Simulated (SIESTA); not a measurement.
Crystal: MgSe.

```
CELL_PARAMETERS angstrom
0.00000 2.72550 2.72550
2.72550 0.00000 2.72550
2.72550 2.72550 0.00000
ATOMIC_POSITIONS crystal
Se 0.50000 0.50000 0.50000
Mg 0.00000 0.00000 0.00000
```

| Quantity | Value |
| --- | --- |
| Program | SIESTA 5.4.2 |
| Task | single point |
| Functional | PBE |
| Potentials or basis | PseudoDojo 0.4 standard (PBE files) |
| Basis | DZP (energy shift 0.003 Ry; two zetas on semicore shells) |
| Grid cutoff | 800 Ry |
| Energy shift | 0.003 Ry |
| k mesh | 8 × 8 × 8 |
| Occupations | fermi-dirac, width 0.05 eV |
| Spin | no spin polarisation |

On this cell: pressure 4.1 GPa; largest force zero by symmetry; band gap on the k mesh 1.92 eV, indirect (least direct gap 2.66 eV).

The same run follows on a disturbed copy (atoms moved at random, drawn with an rms of 0.05 Å):

```
CELL_PARAMETERS angstrom
0.00000 2.72550 2.72550
2.72550 0.00000 2.72550
2.72550 2.72550 0.00000
ATOMIC_POSITIONS crystal
Se 0.48691 0.50455 0.49757
Mg 0.00322 0.99083 0.99151
```

What changes?

The energy moves by +3.3 meV/atom; pressure 4.2 GPa; largest force 0.205 eV/Å; band gap on the k mesh 1.92 eV, indirect (least direct gap 2.66 eV).

Forces in eV/Å, atoms in the order of the input:
```
Se  -0.180  0.093  0.023
Mg   0.180 -0.095 -0.028
```

Stress tensor (GPa, compression positive):
```
4.41 0.06 0.02
0.06 4.21 0.01
0.02 0.01 4.08
```

Caveats: the basis of atomic orbitals isn't converged, which shifts pressures, moduli and gaps.

A k mesh can miss the band edges.
